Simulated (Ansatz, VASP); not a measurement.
PtSe2 (Sudovikovite) in VASP and in Ansatz

INCAR

```
SYSTEM = PtSe2
  PREC = Accurate
  ENCUT = 520
  EDIFF = 1E-7
  ISMEAR = -1
  SIGMA = 0.05
  LREAL = .False.
  LASPH = .True.
  NELM = 60
  ALGO = Normal
  ISIF = 2
  LWAVE = .False.
  LCHARG = .False.
  GGA = PS
  NBANDS = 18
```

Contents of KPOINTS:

```
regular mesh
0
Gamma
  8 8 5
  0 0 0
```

POSCAR

```
PtSe2
1.0
    3.6990059583      0.0000000000      0.0000000000
   -1.8495029792      3.2034331287      0.0000000000
    0.0000000000      0.0000000000      5.0280258220
Pt Se
1 2
Direct
    0.0000000000      0.0000000000      0.0000000000
    0.6666666667      0.3333333333      0.7500000000
    0.3333333333      0.6666666667      0.2500000000
```

Contents of input.yaml:

```yaml
crystal:
  lattice:
    - [3.6990059583, 0.0, 0.0]
    - [-1.8495029792, 3.2034331287, 0.0]
    - [0.0, 0.0, 5.028025822]
  atoms:
    - { symbol: Pt, position: [0.0, 0.0, 0.0] }
    - { symbol: Se, position: [0.6666666667, 0.3333333333, 0.75] }
    - { symbol: Se, position: [0.3333333333, 0.6666666667, 0.25] }
hamiltonian:
  xc: pbesol
  pseudopotentials: { kind: paw }
kpoints:
  mp_grid: { grid: [8, 8, 5] }
scf:
  occupations: { method: fermi_dirac, width: 0.05 }
output:
  forces: true
  stress: true
  eigenvalues: true
```

Change from the starting cell: volume scaled by 0.98.

Alike in both runs: task single point; functional PBEsol; k mesh 8 × 8 × 5; occupations fermi-dirac, width 0.05 eV; no spin polarisation.

```csv
,VASP,Ansatz
version,VASP 6.6.1,Ansatz 0.2.0
potentials or method,"VASP PAW PBE potentials, release 64 (Pt, Se)",Ansatz PAW
plane-wave cutoff (eV),520,420
valence electrons in the cell,22,50
```

```tsv
	VASP	Ansatz	Ansatz less VASP
gap on the k mesh at the Fermi level (eV)	none	none	-
pressure (GPa)	5.1	5.0	-0.12
largest component of the traceless stress (GPa)	1.68	1.64	-0.039
rms of the force components (eV/Å)	0.294	0.285	-0.0093
```

Atom by atom the forces differ by 0.009 eV/Å (rms over components). A gap of «none» marks a metal or a gap that the smearing closes. The two sets of potentials don't hold the same shells in valence.

Caveats: the PAW data sets were made with another functional, which shifts forces and pressure a little (VASP); the PAW data sets come from PBE, with cores solved anew for the run's functional, which leaves a small shift of forces and pressure (Ansatz). The runs have no spin-orbit coupling, so splittings on Pt are missing.
